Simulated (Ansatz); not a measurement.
**Rb (dhcp type): how the settings move a single-point run**

Question: which choices in the input matter for Rb (dhcp type)?

Method: reference: DFT, PBE, PAW with Ansatz's default frozen-core files, scalar-relativistic, in Ansatz 0.2.0.

## Step 1: The starting structure

The structure is hexagonal, space group P6_3/mmc (No. 194). Conventional cell: a = 3.802 Å, b = 3.802 Å, c = 12.581 Å, α = 90.00°, β = 90.00°, γ = 120.00°. Rb (site symmetry -3m) has 12 Rb at 3.80 to 3.84 Å as nearest neighbours. Around Rb (site symmetry -6m2) lie 12 Rb at 3.80 to 3.84 Å.

Structure file:

```
CELL_PARAMETERS angstrom
3.80211 0.00000 0.00000
-1.90106 3.29273 0.00000
0.00000 0.00000 12.58121
ATOMIC_POSITIONS crystal
Rb 0.00000 0.00000 0.00000
Rb 0.00000 0.00000 0.50000
Rb 0.33333 0.66667 0.25000
Rb 0.66667 0.33333 0.75000
```

## Step 2: Baseline

File input.yaml:

```yaml
crystal:
  lattice:
    - [3.8021116746, 0.0, 0.0]
    - [-1.9010558373, 3.2927252982, 0.0]
    - [0.0, 0.0, 12.5812112719]
  atoms:
    - { symbol: Rb, position: [0.0, 0.0, 0.0] }
    - { symbol: Rb, position: [0.0, 0.0, 0.5] }
    - { symbol: Rb, position: [0.3333333333, 0.6666666667, 0.25] }
    - { symbol: Rb, position: [0.6666666667, 0.3333333333, 0.75] }
kpoints:
  mp_grid: { grid: [7, 7, 2] }
scf:
  occupations: { method: fermi_dirac, width: 0.1 }
hamiltonian:
  xc: pbe
  pseudopotentials: { kind: paw }
output:
  forces: true
  stress: true
  eigenvalues: true
basis:
  ecutwfc: 800
```

Run with:

```bash
$ ansatz run input.yaml --threads 1 --pin off --max-ram 3072MiB --backend cpu --events-out ev --progress --plain --runs-dir out
```

## Step 3: Changed: n_extra_bands 8

Edit input.yaml of step 2 so:

```diff
@@ -14,2 +14,3 @@
   occupations: { method: fermi_dirac, width: 0.1 }
+  n_extra_bands: 8
 hamiltonian:
```

What does the calculation give? Wanted: for each run, ending; energy change; pressure; gap; force.

**Answer**, as computed:

| run | ending | energy change | pressure (GPa) | gap (eV) | force (eV/Å) | cycles | time |
| --- | --- | --- | --- | --- | --- | --- | --- |
| reference | converged | 0 | 9.7 | 0.00 | 0.00 | 6 | 7.7 s |
| 1: n_extra_bands 8 | converged | 0.0 meV/atom | 9.7 | 0.00 | 0.00 | 7 | 9.5 s |

Residual by cycle in the longest SCF loop of each run; runs are numbered as in the table. The quantity is the density residual dr2, in eV.

| cycle | reference | run 1 |
| --- | --- | --- |
| 1 | 0.00132 | 0.00115 |
| 2 | 7.4e-4 | 8.3e-4 |
| 3 | 9.4e-5 | 1.9e-4 |
| 4 | 2.8e-5 | 4.8e-5 |
| 5 | 7.6e-7 | 6.2e-6 |
| 6 | 5.1e-8 | 2.2e-7 |
| 7 | - | 5.7e-9 |

Same state: the changed band count leaves the energy within 0.5 meV/atom. Cost: 7 SCF cycles against 6.
